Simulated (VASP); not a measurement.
# WC (P-6m2) in VASP: single point with PBE

Aim: the single point of WC with PBE.

All numbers are computed with VASP 6.6.1; they aren't measurements. Logs are shortened: lines on timing, memory, paths and dates and some standing lists are left out, and cuts for length are marked.

## 1. The structure

It takes space group P-6m2 (No. 187, hexagonal). The conventional cell has a = 2.901 Å, b = 2.901 Å, c = 2.829 Å, α = 90.00°, β = 90.00°, γ = 120.00°. W (site symmetry -6m2) is surrounded by 6 C at 2.19 Å. C (site symmetry -6m2) is surrounded by 6 W at 2.19 Å.

## 2. Single point, PBE

INCAR

```
SYSTEM = WC
PREC     = Accurate       ! precision mode
ENCUT    = 520            ! plane-wave cutoff, eV
EDIFF    = 1E-6           ! SCF threshold, eV
ISMEAR   = 0              ! smearing method
SIGMA    = 0.1            ! smearing width, eV
LREAL    = .False.        ! projectors in reciprocal space
LASPH    = .True.         ! aspherical terms in the spheres
NELM     = 60             ! most SCF steps
ALGO     = Normal         ! electronic algorithm
ISIF     = 2              ! what is computed and relaxed
LWAVE    = .False.        ! write WAVECAR
LCHARG   = .True.         ! write CHGCAR
GGA      = PE             ! functional
LELF     = .True.         ! ELF
LVHAR    = .True.       
NBANDS   = 16             ! bands
```

KPOINTS

```
regular mesh
0
Gamma
  9 9 6
  0 0 0
```

POSCAR

```
WC
1.0
    2.9005014360      0.0000000000      0.0000000000
   -1.4502507180      2.5119079273      0.0000000000
    0.0000000000      0.0000000000      2.8290000000
W C
1 1
Direct
    0.0000000000      0.0000000000      0.0000000000
    0.6666666667      0.3333333333      0.5000000000
```

Potentials or basis: VASP PAW PBE potentials, release 64 (W_sv, C).

The run is started by

```bash
> cat potpaw_PBE.64/W_sv/POTCAR potpaw_PBE.64/C/POTCAR > POTCAR
> mpirun -np 1 vasp_std > vasp.out
```

OUTCAR:

```text
SYSTEM = WC
   PREC = Accurate
   ENCUT = 520
   EDIFF = 1E-6
   ISMEAR = 0
   LREAL = .False.
   LASPH = .True.
   NELM = 60
   ISIF = 2
   GGA = PE

 ion  position               nearest neighbor table
   1  0.000  0.000  0.000-   2 2.19   2 2.19   2 2.19   2 2.19   2 2.19   2 2.19
   2  0.667  0.333  0.500-   1 2.19   1 2.19   1 2.19   1 2.19   1 2.19   1 2.19

  LATTYP: Found a hexagonal cell.
 ALAT       =     2.9005014360
 C/A-ratio  =     0.9753485949

  Lattice vectors:

 A1 = (   2.9005014360,   0.0000000000,   0.0000000000)
 A2 = (  -1.4502507180,   2.5119079273,   0.0000000000)
 A3 = (   0.0000000000,   0.0000000000,   2.8290000000)

Analysis of symmetry for initial positions (statically):
=====================================================================
 Subroutine PRICEL returns:
 Original cell was already a primitive cell.

 Routine SETGRP: Setting up the symmetry group for a
 hexagonal supercell.

 Subroutine GETGRP returns: Found 12 space group operations
 (whereof 12 operations were pure point group operations)
 out of a pool of 24 trial point group operations.

The static configuration has the point symmetry D_3h.

Analysis of symmetry for dynamics (positions and initial velocities):
=====================================================================
 Subroutine PRICEL returns:
 Original cell was already a primitive cell.

 Routine SETGRP: Setting up the symmetry group for a
 hexagonal supercell.

 Subroutine GETGRP returns: Found 12 space group operations
 (whereof 12 operations were pure point group operations)
 out of a pool of 24 trial point group operations.

The dynamic configuration has the point symmetry D_3h.

 Subroutine INISYM returns: Found 12 space group operations
 (whereof 12 operations are pure point group operations),
 and found     1 'primitive' translations

----------------------------------------------------------------------------------------

                                     Primitive cell

  volume of cell :      20.6115

  direct lattice vectors                    reciprocal lattice vectors
     2.900501436  0.000000000  0.000000000     0.344767973  0.199051882  0.000000000
    -1.450250718  2.511907927  0.000000000     0.000000000  0.398103764  0.000000000
     0.000000000  0.000000000  2.829000000     0.000000000  0.000000000  0.353481796

  length of vectors
     2.900501436  2.900501436  2.829000000     0.398103764  0.398103764  0.353481796

  position of ions in fractional coordinates (direct lattice)
     0.000000000  0.000000000  0.000000000
     0.666666667  0.333333333  0.500000000
[... 75 lines left out ...]
   ENCUT  =  520.0 eV  38.22 Ry    6.18 a.u.   5.39  5.39  5.26*2*pi/ulx,y,z
   NELM   =     60;   NELMIN=  2; NELMDL= -5     # of ELM steps
   EDIFF  = 0.1E-05   stopping-criterion for ELM
   LREAL  =      F    real-space projection
   EDIFFG = 0.1E-04   stopping-criterion for IOM
   NSW    =      0    number of steps for IOM
   IBRION =     -1    ionic relax: 0-MD 1-quasi-New 2-CG
   NFREE  =      0    steps in history (QN), initial steepest desc. (CG)
   ISIF   =      2    stress and relaxation
   ISYM   =      2    0-nonsym 1-usesym 2-fastsym
   POTIM  = 0.5000    time-step for ionic-motion
   TEBEG  =    0.0;   TEEND  =   0.0 temperature during run
   PSTRESS=    0.0 pullay stress
   NELECT =      18.0000    total number of electrons
   NUPDOWN=      -1.0000    fix difference up-down
   EMIN   =  10.00;   EMAX   =-10.00  energy-range for DOS
   EFERMI =   0.00;   METHOD = LEGACY
   ISMEAR =     0;   SIGMA  =   0.10  broadening in eV -4-tet -1-fermi 0-gaus
   EFERMI_NEDOS =   21; number of points for ismear=-14 and -15
   IALGO  =     38    algorithm
   IMIX   =      4    mixing-type and parameters
     AMIX     =   0.40;   BMIX     =  1.00
     AMIX_MAG =   1.60;   BMIX_MAG =  1.00
  volume/ion in A,a.u.               =      10.31        69.55
  Fermi-wavevector in a.u.,A,eV,Ry     =   1.564813  2.957068 33.315762  2.448639
  Thomas-Fermi vector in A             =   2.667381
   LORBIT       =      0    0 simple, 1 ext, 2 COOP (PROOUT), +10 PAW based schemes
   GGA     = PE    functional components
   LHFCALC =     F    Hartree Fock is set to
   AEXX    =    0.0000 exact exchange contribution
   IVDW    =     0    specifies the selected vdW correction
   LEPSILON=     F    determine dielectric tensor
   LRPA    =     F    only Hartree local field effects (RPA)
 non-spin polarized calculation
 Gauss-broadening in eV      SIGMA  =   0.10
  energy-cutoff  :      520.00
  volume of cell :       20.61
 maximum number of plane-waves:       580
 NGX is ok and might be reduce to    24
   NGX = 11   NGY = 11   NGZ = 11

 number of electron      18.0000001 magnetization

 Free energy of the ion-electron system (eV)
  ---------------------------------------------------
  ext. energy  EPLUGINS =         0.00000000
  ---------------------------------------------------
  free energy    TOTEN  =       -22.42766876 eV

  energy without entropy =      -22.42394977  energy(sigma->0) =      -22.42580927

 E-fermi :  11.2002     XC(G=0): -13.8382

 val. band max:       11.1931317748   @ k =   0.3333   0.2222   0.0000
 cond. band min:      11.2238060801   @ k =   0.1111   0.0000   0.3333
 fundamental gap:      0.0306743053
 Fermi energy:        11.2002047015

 k-point     1 :       0.0000    0.0000    0.0000
  band No.  band energies     occupation
      1     -62.8095      2.00000
      2     -26.7966      2.00000
      3     -26.6833      2.00000
      4     -26.6833      2.00000
      5      -3.3304      2.00000
      6       6.8244      2.00000
[... 433 lines left out ...]
      3     -27.2135      2.00000
      4     -26.8477      2.00000
      5       0.6696      2.00000
      6       5.5977      2.00000
[... 8 lines left out ...]
     15      26.1398      0.00000
     16      27.4713      0.00000

 [... further k-points ...]
[... 5 lines left out ...]
  --------------------------------------------------------------------------------------
  -------------------------------------------------------------------------------------
  Total        1.2900807      1.2900807      1.2010272      0.0000000     -0.0000000      0.0000000
  in kB      100.2807843    100.2807843     93.3584598      0.0000000     -0.0000000      0.0000000
  external PRESSURE =      97.9733428 kB  Pullay stress =       0.0000000 kB

 VOLUME and BASIS-vectors are now :
 -----------------------------------------------------------------------------
  energy-cutoff  :      520.00
  volume of cell :       20.61
      direct lattice vectors                 reciprocal lattice vectors
     2.900501436  0.000000000  0.000000000     0.344767973  0.199051882  0.000000000
    -1.450250718  2.511907927  0.000000000     0.000000000  0.398103764  0.000000000
     0.000000000  0.000000000  2.829000000     0.000000000  0.000000000  0.353481796

 POSITION                                       TOTAL-FORCE (eV/Angst)
 -----------------------------------------------------------------------------------
      0.00000      0.00000      0.00000         0.000000      0.000000      0.000000
      1.45025      0.83730      1.41450        -0.000000      0.000000      0.000000
 -----------------------------------------------------------------------------------
    total drift:                                0.000000     -0.000000      0.000000

  FREE ENERGIE OF THE ION-ELECTRON SYSTEM (eV)
  ---------------------------------------------------
  free  energy   TOTEN  =       -22.4276687599 eV

  energy  without entropy=      -22.4239497716  energy(sigma->0) =      -22.42580927
```

OSZICAR:

```text
N       E                     dE             d eps       ncg     rms          rms(c)
DAV:   1     0.108161283821E+03    0.10816E+03   -0.94730E+03  1536   0.124E+03
DAV:   2    -0.223546997086E+02   -0.13052E+03   -0.12618E+03  1848   0.335E+02
DAV:   3    -0.254939905564E+02   -0.31393E+01   -0.31305E+01  1648   0.493E+01
DAV:   4    -0.255090235654E+02   -0.15033E-01   -0.15032E-01  2048   0.391E+00
DAV:   5    -0.255091338141E+02   -0.11025E-03   -0.11025E-03  1664   0.313E-01    0.329E+01
DAV:   6    -0.225119456013E+02    0.29972E+01   -0.56654E+00  1800   0.258E+01    0.878E+00
DAV:   7    -0.224556842983E+02    0.56261E-01   -0.41147E-01  1624   0.499E+00    0.637E+00
DAV:   8    -0.224286274696E+02    0.27057E-01   -0.58973E-02  1672   0.215E+00    0.105E+00
DAV:   9    -0.224277278016E+02    0.89967E-03   -0.24169E-03  1632   0.415E-01    0.119E-01
DAV:  10    -0.224276698309E+02    0.57971E-04   -0.28035E-04  1848   0.193E-01    0.491E-02
DAV:  11    -0.224276695379E+02    0.29300E-06   -0.13324E-05  1664   0.347E-02    0.110E-02
DAV:  12    -0.224276687599E+02    0.77804E-06   -0.28605E-06  1656   0.141E-02
   1 F= -.22427669E+02 E0= -.22425809E+02  d E =-.371899E-02
```

stdout:

```text
POSCAR found type information on POSCAR W C
 POSCAR found :  2 types and       2 ions
 scaLAPACK will be used
 LDA part: xc-table for (Slater+PW92), standard interpolation
 POSCAR, INCAR and KPOINTS ok, starting setup
 FFT: planning ... GRIDC
 FFT: planning ... GRID_SOFT
 FFT: planning ... GRID
 WAVECAR not read
 entering main loop
```

It took 11 s on 1 thread of Intel Xeon Platinum 8375C at 2.90GHz (Ice Lake), shared host; peak memory 0.14 GiB.

What came out:

```
Free energy            : -22.4277 eV
Pressure               : 9.8 GPa
Band gap on the k mesh : none (metal or under the smearing width)
```

Caveat: the k mesh is coarse (spacing up to 0.37 Å⁻¹), so the values aren't converged. The run has no spin-orbit coupling, so splittings on W are missing.
